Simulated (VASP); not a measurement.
## LiH (rocksalt): a LDA relaxation of cell and atoms in VASP

INCAR

```
LASPH = .TRUE.
ISMEAR = -1
LREAL = .FALSE.
GGA = CA
LWAVE = .FALSE.
SIGMA = 0.02
ISIF = 3
ENCUT = 600
NELM = 120
EDIFFG = -5E-3
PREC = Accurate
EDIFF = 1E-7
LCHARG = .FALSE.
NBANDS = 9
IBRION = 2
NSW = 40
```

KPOINTS

```
KPOINTS created by Atomic Simulation Environment
0
Gamma
10 10 10
0 0 0
```

POSCAR

```
Li H
 1.0000000000000000
    -0.0000000000000000    2.0029948450773136    2.0029948450773136
     2.0029948450773136    0.0000000000000000    2.0029948450773136
     2.0029948450773136    2.0029948450773136    0.0000000000000000
 Li  H
   1   1
Cartesian
 -0.0000000000000000  0.0000000000000000  0.0000000000000000
  2.0029948450773136  2.0029948450773136  2.0029948450773136
```

VASP ran with the recommended LDA PAW datasets (4 valence electrons in the cell).

Command

```
mpirun -np 1 vasp_std
```

From OUTCAR

```
k-points           NKPTS =     47   k-points in BZ     NKDIM =     47   number of bands    NBANDS=      9

   NELECT =       4.0000    total number of electrons

   dimension x,y,z NGX =    24 NGY =   24 NGZ =   24
   dimension x,y,z NGXF=    48 NGYF=   48 NGZF=   48

  energy-cutoff  :      600.00
  volume of cell :       14.83
      direct lattice vectors                 reciprocal lattice vectors
     0.000000000  1.950179443  1.950179443    -0.256386663  0.256386663  0.256386663
     1.950179443  0.000000000  1.950179443     0.256386663 -0.256386663  0.256386663
     1.950179443  1.950179443  0.000000000     0.256386663  0.256386663 -0.256386663

 k-points in reciprocal lattice and weights: KPOINTS created by Atomic Simulation Env
   0.00000000  0.00000000  0.00000000       0.001
   0.10000000  0.00000000  0.00000000       0.008
   0.20000000  0.00000000  0.00000000       0.008
   0.30000000  0.00000000  0.00000000       0.008
   0.40000000  0.00000000  0.00000000       0.008
   0.50000000  0.00000000  0.00000000       0.004
   0.10000000  0.10000000  0.00000000       0.006
   0.20000000  0.10000000  0.00000000       0.024
   ...

 E-fermi :   1.1792

 k-point     1 :       0.0000    0.0000    0.0000
  band No.  band energies     occupation
      1     -42.7961      2.00000
      2      -5.2500      2.00000
      3      17.8315      0.00000
      4      18.8563      0.00000
      5      18.8563      0.00000
      6      18.8563      0.00000
      7      23.8545      0.00000
      8      23.8545      0.00000
      9      23.8545      0.00000

 k-point     2 :       0.1000    0.0000    0.0000
  band No.  band energies     occupation
      1     -42.7891      2.00000
      2      -5.0715      2.00000
      3      15.8713      0.00000
      4      18.1869      0.00000
      5      18.4450      0.00000
      6      18.4450      0.00000
      7      23.2894      0.00000
      8      24.7334      0.00000
      9      24.7334      0.00000

 k-point     3 :       0.2000    0.0000    0.0000
  band No.  band energies     occupation
      1     -42.7711      2.00000
      2      -4.5486      2.00000
      3      12.2622      0.00000
      4      16.9704      0.00000
      5      17.7778      0.00000
      6      17.7778      0.00000
      7      24.1970      0.00000
      8      24.5699      0.00000
      9      24.5699      0.00000

 k-point     4 :       0.3000    0.0000    0.0000
  band No.  band energies     occupation
      1     -42.7490      2.00000
      2      -3.7400      2.00000
      3       8.9208      0.00000
      4      15.8585      0.00000
      5      17.3648      0.00000
      6      17.3648      0.00000
      7      22.4132      0.00000
      8      22.4132      0.00000
      9      25.8726      0.00000

 k-point     5 :       0.4000    0.0000    0.0000
  band No.  band energies     occupation
      1     -42.7312      2.00000
      2      -2.8474      2.00000
      3       6.4428      0.00000
      4      15.1209      0.00000
      5      17.2835      0.00000
      6      17.2835      0.00000
      7      20.8495      0.00000
      8      20.8495      0.00000
      9      27.8566      0.00000

 k-point     6 :       0.5000    0.0000    0.0000
  band No.  band energies     occupation
      1     -42.7241      2.00000
      2      -2.3984      2.00000
      3       5.4580      0.00000
      4      14.8655      0.00000
      5      17.3318      0.00000
      6      17.3318      0.00000
      7      20.2454      0.00000
      8      20.2454      0.00000
      9      29.0171      0.00000

 k-point     7 :       0.1000    0.1000    0.0000
  band No.  band energies     occupation
      1     -42.7869      2.00000
      2      -5.0089      2.00000
      3      16.3480      0.00000
      4      17.1345      0.00000
      5      17.1345      0.00000
      6      19.7262      0.00000
      7      21.0462      0.00000
      8      26.2244      0.00000
      9      26.2265      0.00000

 k-point     8 :       0.2000    0.1000    0.0000
  band No.  band energies     occupation
      1     -42.7727      2.00000
      2      -4.5902      2.00000
      3      13.4780      0.00000
      4      16.0549      0.00000
      5      16.0736      0.00000
      6      19.3963      0.00000
      7      21.3103      0.00000
      8      25.1027      0.00000
      9      27.5521      0.00000

 k-point     9 :       0.3000    0.1000    0.0000
  band No.  band energies     occupation
      1     -42.7520      2.00000
      2      -3.8515      2.00000
      3      10.0017      0.00000
      4      14.8046      0.00000
      5      15.4727      0.00000
      6      18.5642      0.00000
      7      22.9875      0.00000
      8      24.0094      0.00000
      9      25.6486      0.00000

 k-point    10 :       0.4000    0.1000    0.0000
  band No.  band energies     occupation
      1     -42.7328      2.00000
      2      -2.9273      2.00000
      3       7.1708      0.00000
      4      13.7987      0.00000
      5      15.3890      0.00000
      6      17.6834      0.00000
      7      22.7348      0.00000
      8      23.7110      0.00000
      9      26.1343      0.00000

 k-point    11 :       0.5000    0.1000    0.0000
  band No.  band energies     occupation
      1     -42.7223      2.00000
      2      -2.2329      2.00000
      3       5.5899      0.00000
      4      13.1950      0.00000
      5      15.8276      0.00000
      6      16.9788      0.00000
      7      22.3096      0.00000
      8      22.8399      0.00000
      9      28.5729      0.00000

 k-point    12 :      -0.4000    0.1000    0.0000
  band No.  band energies     occupation
      1     -42.7246      2.00000
      2      -2.4020      2.00000
      3       5.9418      0.00000
      4      13.0267      0.00000
      5      16.6471      0.00000
      6      16.7464      0.00000
      7      21.5261      0.00000
      8      23.6293      0.00000
      9      28.3803      0.00000

 k-point    13 :      -0.3000    0.1000    0.0000
  band No.  band energies     occupation
      1     -42.7388      2.00000
      2      -3.2499      2.00000
      3       8.0353      0.00000
      4      13.2718      0.00000
      5      16.8024      0.00000
      6      17.9811      0.00000
      7      21.4911      0.00000
      8      24.9858      0.00000
      9      26.2528      0.00000

 k-point    14 :      -0.2000    0.1000    0.0000
  band No.  band energies     occupation
      1     -42.7593      2.00000
      2      -4.1380      2.00000
      3      11.1661      0.00000
      4      13.8941      0.00000
      5      17.4213      0.00000
      6      19.0537      0.00000
      7      22.5374      0.00000
      8      24.2854      0.00000
      9      26.5507      0.00000

 k-point    15 :      -0.1000    0.1000    0.0000
  band No.  band energies     occupation
      1     -42.7787      2.00000
      2      -4.7744      2.00000
      3      14.5574      0.00000
      4      15.1355      0.00000
      5      18.1907      0.00000
      6      19.3226      0.00000
      7      23.1358      0.00000
      8      24.6441      0.00000
      9      24.8170      0.00000

 k-point    16 :       0.2000    0.2000    0.0000
  band No.  band energies     occupation
      1     -42.7632      2.00000
      2      -4.2622      2.00000
      3      13.4100      0.00000
      4      14.7458      0.00000
      5      14.7458      0.00000
      6      18.3210      0.00000
      7      19.2422      0.00000
      8      26.9920      0.00000
      9      30.0465      0.00000

 k-point    17 :       0.3000    0.2000    0.0000
  band No.  band energies     occupation
      1     -42.7465      2.00000
      2      -3.5858      2.00000
      3      10.7887      0.00000
      4      13.0926      0.00000
      5      13.9294      0.00000
      6      18.4170      0.00000
      7      19.3944      0.00000
      8      27.4242      0.00000
      9      29.5156      0.00000

 k-point    18 :       0.4000    0.2000    0.0000
  band No.  band energies     occupation
      1     -42.7289      2.00000
      2      -2.6456      2.00000
      3       7.9158      0.00000
      4      11.5446      0.00000
      5      13.6606      0.00000
      6      17.8584      0.00000
      7      21.7406      0.00000
      8      27.4194      0.00000
      9      27.5031      0.00000

 k-point    19 :       0.5000    0.2000    0.0000
  band No.  band energies     occupation
      1     -42.7170      2.00000
      2      -1.7496      2.00000
      3       5.8876      0.00000
      4      10.5307      0.00000
      5      13.9497      0.00000
      6      17.2699      0.00000
      7      24.5178      0.00000
      8      25.8525      0.00000
      9      28.0947      0.00000

 ...

  Total        0.0048469      0.0048469      0.0048469      0.0000000      0.0000000      0.0000000
  in kB        0.5235101      0.5235101      0.5235101      0.0000000      0.0000000      0.0000000
  external PRESSURE =       0.5235101 kB  Pullay stress =       0.0000000 kB

 POSITION                                       TOTAL-FORCE (eV/Angst)
 -----------------------------------------------------------------------------------
      0.00000      0.00000      0.00000         0.000000     -0.000000     -0.000000
      1.95018      1.95018      1.95018        -0.000000      0.000000      0.000000
 -----------------------------------------------------------------------------------
    total drift:                                0.000000     -0.000000     -0.000000

  FREE ENERGIE OF THE ION-ELECTRON SYSTEM (eV)
  ---------------------------------------------------
  free  energy   TOTEN  =        -6.4962770217 eV

  energy  without entropy=       -6.4962770217  energy(sigma->0) =       -6.49627702
```

CONTCAR

```
Li H
   1.00000000000000
     0.0000000000000000    1.9501794426314829    1.9501794426314829
     1.9501794426314829    0.0000000000000000    1.9501794426314829
     1.9501794426314829    1.9501794426314829    0.0000000000000000
  Li              H
     1     1
Direct
     0.0000000000000000    0.0000000000000000    0.0000000000000000
     0.5000000000000000    0.5000000000000000    0.5000000000000000

  0.00000000E+00  0.00000000E+00  0.00000000E+00
  0.00000000E+00  0.00000000E+00  0.00000000E+00
```

* relaxed cell vector lengths: 2.758, 2.758, 2.758 Å
* relaxed cell volume: 14.83 Å³

The run was restarted once from its relaxed cell; OSZICAR and OUTCAR are the second run's.

The run (the restart alone) took about 2.4 s on one core of a shared host (Intel Xeon 6975P-C) and held 0.12 GiB at most.
